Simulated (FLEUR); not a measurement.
# Cr (Cmcm) in FLEUR: notebook

One crystal, Cr, is run at these levels: PBEsol; tasks: single point.

Program: FLEUR MaX-R8.1 (later development tree). These are calculated values, not measurements. Logs are shortened: lines on timing, memory, paths and dates and some standing lists are left out, and cuts for length are marked.

## Step 1: The crystal as given

Symmetry: Cmcm, No. 63, orthorhombic system. Conventional cell: a = 2.294 Å, b = 4.934 Å, c = 4.064 Å, α = 90.00°, β = 90.00°, γ = 90.00°. Around Cr (site symmetry m2m) lie 8 Cr at 2.29 to 2.62 Å.

This isn't the form of Cr at room conditions, which is bcc.

## Step 2: Single point, PBEsol, collinear spin, ferromagnetic start

The input, inp.xml:

```xml
<?xml version="1.0" encoding="UTF-8" standalone="no"?>
<fleurInput fleurInputVersion="0.39">
   <comment>
      Cr                                                                                                  
   </comment>
   <calculationSetup>
      <cutoffs Kmax="4.92" Gmax="15.3" GmaxXC="15.3" numbands="0"/>
      <scfLoop itmax="60" minDistance="0.00001" maxIterBroyd="15" imix="Anderson" alpha="0.05" precondParam="0.0" spinf="2.0" sdNocoIR="T"/>
      <coreElectrons ctail="T" frcor="F" kcrel="0" coretail_lmax="0"/>
      <xcFunctional name="PBEs" relativisticCorrections="F"/>
      <magnetism jspins="2" fixed_moment="1.2"/>
      <soc l_soc="F" theta="0.0" phi="0.0" spav="F"/>
      <expertModes spex="0" secvar="F"/>
      <geometryOptimization l_f="F" forcealpha="1.0" forcemix="BFGS" epsdisp="0.00001" epsforce="0.00001"/>
      <ldaU l_linMix="F" mixParam="0.05" spinf="1.0"/>
   </calculationSetup>
   <cell>
      <bzIntegration valenceElectrons="28.0" mode="hist" fermiSmearingEnergy="0.00183747">
         <kPointListSelection listName="default-1"/>
         <!-- k-points included here -->
         <xi:include xmlns:xi="http://www.w3.org/2001/XInclude" href="kpts.xml"> </xi:include>
      </bzIntegration>
      <!-- symmetry operations included here -->
      <xi:include xmlns:xi="http://www.w3.org/2001/XInclude" href="sym.xml"> </xi:include>
      <bulkLattice scale="1.0">
         <bravaisMatrix>
            <row-1>    2.1676113055341228    -4.6620018193084496     0.0000000000000000</row-1>
            <row-2>    2.1676113055341228     4.6620018193084496     0.0000000000000000</row-2>
            <row-3>    0.0000000000000000     0.0000000000000000     7.6804341838703571</row-3>
         </bravaisMatrix>
      </bulkLattice>
   </cell>
   <atomSpecies>
      <species name="Chromium (3.000" element="Cr" atomicNumber="24">
         <mtSphere radius="1.99" gridPoints="665" logIncrement="0.018"/>
         <atomicCutoffs lmax="8" lnonsphr="8"/>
         <electronConfig flipSpins="F">
            <coreConfig>(1s1/2) (2s1/2) (2p1/2) (2p3/2)</coreConfig>
            <valenceConfig>(3s1/2) (3p1/2) (3p3/2) (4s1/2) (3d3/2) (3d5/2)</valenceConfig>
            <stateOccupation state="(4s1/2)" spinUp="0.5" spinDown="0.5"/>
            <stateOccupation state="(3d3/2)" spinUp="1.0" spinDown="1.0"/>
            <stateOccupation state="(3d5/2)" spinUp="3.0" spinDown="0.0"/>
         </electronConfig>
         <energyParameters s="4" p="4" d="3" f="4"/>
         <lo type="SCLO" l="0" n="3" eDeriv="0"/>
         <lo type="SCLO" l="1" n="3" eDeriv="0"/>
         <lo type="SCLO" l="1" n="3" eDeriv="1"/>
         <lo type="SCLO" l="2" n="3" eDeriv="2"/>
         <lo type="SCLO" l="3" n="4" eDeriv="2"/>
      </species>
   </atomSpecies>
   <atomGroups>
      <atomGroup species="Chromium (3.000">
         <relPos label="                   1">-.1294674200 .1294674200 -1.000/4.000</relPos>
         <relPos label="                   2">.1294674200 -.1294674200 1.000/4.000</relPos>
         <force calculate="T" relaxXYZ="TTT"/>
      </atomGroup>
   </atomGroups>
   <output dos="F" band="F" slice="F">
      <checks vchk="F" cdinf="F"/>
      <bandDOS minEnergy="-.5*Htr" maxEnergy="0.5*Htr" sigma="0.015" storeEVData="T"/>
      <vacuumDOS vacdos="F" integ="F" star="F" nstars="0" locx1="0.0" locy1="0.0" locx2="0.0" locy2="0.0" nstm="0" tworkf="0.0"/>
      <unfoldingBand unfoldBand="F" supercellX="1" supercellY="1" supercellZ="1"/>
      <plotting iplot="0" polar="F">
         <plot TwoD="T" vec1="  1.0  0.0  0.0" vec2="  0.0  1.0  0.0" vec3="  0.0  0.0  1.0" zero="  0.0  0.0  0.0" file="plot"/>
      </plotting>
      <chargeDensitySlicing numkpt="0" minEigenval="0.0" maxEigenval="0.0" nnne="0" pallst="F"/>
      <specialOutput eonly="F"/>
      <moessbauerParams electricFieldGradient="T" isomerShift="T" coreHyperfine="T" valenceHyperfine="T"/>
      <magneticCircularDichroism mcd="F" energyLo="-10.0" energyUp="0.0"/>
   </output>
  <!-- We include the file relax.xml here to enable relaxations (see documentation) -->
  <xi:include xmlns:xi="http://www.w3.org/2001/XInclude" href="relax.xml"> <xi:fallback/> </xi:include>
</fleurInput>
```

The input, crystal.txt:

```
Cr
&input cartesian=F /
1.1470505050  -2.4670251200  0.0000000000
1.1470505050  2.4670251200  0.0000000000
0.0000000000  0.0000000000  4.0643107400
1.8897261246
1.0 1.0 1.0

2
24 0.8705325800  0.1294674200  0.7500000000 : 3.000
24 0.1294674200  0.8705325800  0.2500000000 : 3.000

&kpt div1=10 div2=10 div3=6 gamma=T /
```

Potentials or basis: all-electron, FLAPW.

Launch:

```console
> inpgen -f crystal.txt -profile fastHighL
> # inp.xml edited to the form shown
> fleur_MPI
```

Log:

```text
Welcome to FLEUR        (www.flapw.de)
      MaX-Release 8.1          (www.max-centre.eu)

 ========== k-point set info ==========
 Selected k-point list: default-1
 k-point list type: mesh
 10 x 10 x 6
 Number of k points: 124

 ------------Calculation Setup---------------------------
 Number of MPI-tasks      :            1
 Number of PE/node        :            1
 Number of OMP-threads    :            1
 Most efficient MPI parallelization for:
           1           2           4          31          62         124
 Additional eigenvalue parallelization possible
 Number of basis functions:          398
 Approximate size of matrices (H+S) per k-point:         0.002 GB
 --------------------------------------------------------
 Iteration:     1   Distance:      58.82577876 me/bohr^3
 Iteration:     2   Distance:      55.60616872 me/bohr^3
 Iteration:     3   Distance:      26.49791601 me/bohr^3
 Iteration:     4   Distance:      26.11820417 me/bohr^3
 Iteration:     5   Distance:       4.79277043 me/bohr^3
 Iteration:     6   Distance:       4.40673928 me/bohr^3
 Iteration:     7   Distance:       0.61335420 me/bohr^3
 Iteration:     8   Distance:       0.33440736 me/bohr^3
 Iteration:     9   Distance:       0.14462813 me/bohr^3
 Iteration:    10   Distance:       0.06831203 me/bohr^3
 Iteration:    11   Distance:       0.03888761 me/bohr^3
 Iteration:    12   Distance:       0.00673757 me/bohr^3
 Iteration:    13   Distance:       0.00552904 me/bohr^3
 Iteration:    14   Distance:       0.00126509 me/bohr^3
 Iteration:    15   Distance:       0.00109217 me/bohr^3
 Iteration:    16   Distance:       0.00094512 me/bohr^3
 Iteration:    17   Distance:       0.00034931 me/bohr^3
 Iteration:    18   Distance:       0.00012732 me/bohr^3
 Iteration:    19   Distance:       0.00003424 me/bohr^3
 Iteration:    20   Distance:       0.00001969 me/bohr^3
 Iteration:    21   Distance:       0.00000465 me/bohr^3

 ********************************************************************
 Run finished successfully
 Stop message:
   all done
 ********************************************************************
```

It took 2.8 min on 1 thread of Arm Neoverse V2, shared host; peak memory 0.08 GiB.

Results:

- Free energy: -57134.6062 eV
- Net moment: 1.20 μB per cell
- Site moments: Cr +0.52 μB
- Valence electrons inside the program's atomic spheres: Cr 11.89 (radii Cr 1.99 bohr)

Caveat: the total moment is fixed, so each spin has its own Fermi level.

## Step 3: Single point, PBEsol, collinear spin, ferromagnetic start

inp.xml, as its differences from that of step 2:

```diff
@@ -10,3 +10,3 @@
       <xcFunctional name="PBEs" relativisticCorrections="F"/>
-      <magnetism jspins="2" fixed_moment="1.2"/>
+      <magnetism jspins="2" fixed_moment="2.4"/>
       <soc l_soc="F" theta="0.0" phi="0.0" spav="F"/>
```

crystal.txt is that of step 2.

Potentials or basis: all-electron, FLAPW.

Launch:

```console
> inpgen -f crystal.txt -profile fastHighL
> # inp.xml edited to the form shown
> fleur_MPI
```

Log:

```text
Welcome to FLEUR        (www.flapw.de)
      MaX-Release 8.1          (www.max-centre.eu)

 ========== k-point set info ==========
 Selected k-point list: default-1
 k-point list type: mesh
 10 x 10 x 6
 Number of k points: 124

 ------------Calculation Setup---------------------------
 Number of MPI-tasks      :            1
 Number of PE/node        :            1
 Number of OMP-threads    :            1
 Most efficient MPI parallelization for:
           1           2           4          31          62         124
 Additional eigenvalue parallelization possible
 Number of basis functions:          398
 Approximate size of matrices (H+S) per k-point:         0.002 GB
 --------------------------------------------------------
 Iteration:     1   Distance:      44.93770961 me/bohr^3
 Iteration:     2   Distance:      42.17923134 me/bohr^3
 Iteration:     3   Distance:      20.57459884 me/bohr^3
 Iteration:     4   Distance:      20.44193682 me/bohr^3
 Iteration:     5   Distance:       4.47630719 me/bohr^3
 Iteration:     6   Distance:       2.93976673 me/bohr^3
 Iteration:     7   Distance:       0.61979418 me/bohr^3
 Iteration:     8   Distance:       0.48435738 me/bohr^3
 Iteration:     9   Distance:       0.13281141 me/bohr^3
 Iteration:    10   Distance:       0.06488338 me/bohr^3
 Iteration:    11   Distance:       0.01990491 me/bohr^3
 Iteration:    12   Distance:       0.00765274 me/bohr^3
 Iteration:    13   Distance:       0.00233685 me/bohr^3
 Iteration:    14   Distance:       0.00064916 me/bohr^3
 Iteration:    15   Distance:       0.00083102 me/bohr^3
 Iteration:    16   Distance:       0.00076141 me/bohr^3
 Iteration:    17   Distance:       0.00025554 me/bohr^3
 Iteration:    18   Distance:       0.00006912 me/bohr^3
 Iteration:    19   Distance:       0.00002497 me/bohr^3
 Iteration:    20   Distance:       0.00000425 me/bohr^3

 ********************************************************************
 Run finished successfully
 Stop message:
   all done
 ********************************************************************
```

Wall time 2.7 min (1 thread of Arm Neoverse V2, shared host); peak memory 0.09 GiB.

What came out:

```yaml
Free_energy: -57134.1676 eV
Net_moment: 2.40 μB per cell
Site_moments: Cr +1.02 μB
Valence_electrons_inside_the_program's_atomic_spheres: Cr 11.90 (radii Cr 1.99 bohr)
```

Caveat: the total moment is fixed, so each spin has its own Fermi level.

## Step 4: Single point, PBEsol, collinear spin, ferromagnetic start

inp.xml, as its differences from that of step 3:

```diff
@@ -10,3 +10,3 @@
       <xcFunctional name="PBEs" relativisticCorrections="F"/>
-      <magnetism jspins="2" fixed_moment="2.4"/>
+      <magnetism jspins="2" fixed_moment="3.6"/>
       <soc l_soc="F" theta="0.0" phi="0.0" spav="F"/>
```

crystal.txt is that of step 3.

Launch:

```console
> inpgen -f crystal.txt -profile fastHighL
> # inp.xml edited to the form shown
> fleur_MPI
```

Run time: 2.8 min. Hardware: 1 thread of Arm Neoverse V2, shared host; peak memory 0.09 GiB.

Results (log left out):

| Property | Result |
| --- | --- |
| Free energy | -57133.4863 eV |
| Net moment | 3.60 μB per cell |
| Site moments | Cr +1.52 μB |
| Valence electrons inside the program's atomic spheres | Cr 11.92 (radii Cr 1.99 bohr) |

Caveat: the total moment is fixed, so each spin has its own Fermi level.

## Step 5: Single point, PBEsol, collinear spin, ferromagnetic start

inp.xml, as its differences from that of step 4:

```diff
@@ -10,3 +10,3 @@
       <xcFunctional name="PBEs" relativisticCorrections="F"/>
-      <magnetism jspins="2" fixed_moment="3.6"/>
+      <magnetism jspins="2" fixed_moment="4.8"/>
       <soc l_soc="F" theta="0.0" phi="0.0" spav="F"/>
```

crystal.txt is that of step 4.

Launch:

```console
> inpgen -f crystal.txt -profile fastHighL
> # inp.xml edited to the form shown
> fleur_MPI
```

It took 2.6 min on 1 thread of Arm Neoverse V2, shared host; peak memory 0.09 GiB.

Results (log left out):

| Item | Value |
| --- | --- |
| Free energy | -57132.5983 eV |
| Net moment | 4.80 μB per cell |
| Site moments | Cr +2.02 μB |
| Valence electrons inside the program's atomic spheres | Cr 11.95 (radii Cr 1.99 bohr) |

Caveat: the total moment is fixed, so each spin has its own Fermi level.

## Step 6: Summary

```tsv
fixed moment (μB)	moment (μB)
1.2	1.20
2.4	2.40
3.6	3.60
4.8	4.80
```

Alike in all rows: task single point; level PBEsol; potentials or basis all-electron, FLAPW; spin collinear, ferromagnetic start; cell as given; k mesh 10 × 10 × 6; smearing fermi-dirac 0.05 eV; kmax 4.92 1/bohr.

Caveats: the total moment is fixed, so each spin has its own Fermi level.

Compare energies only between runs with the same functional and basis.
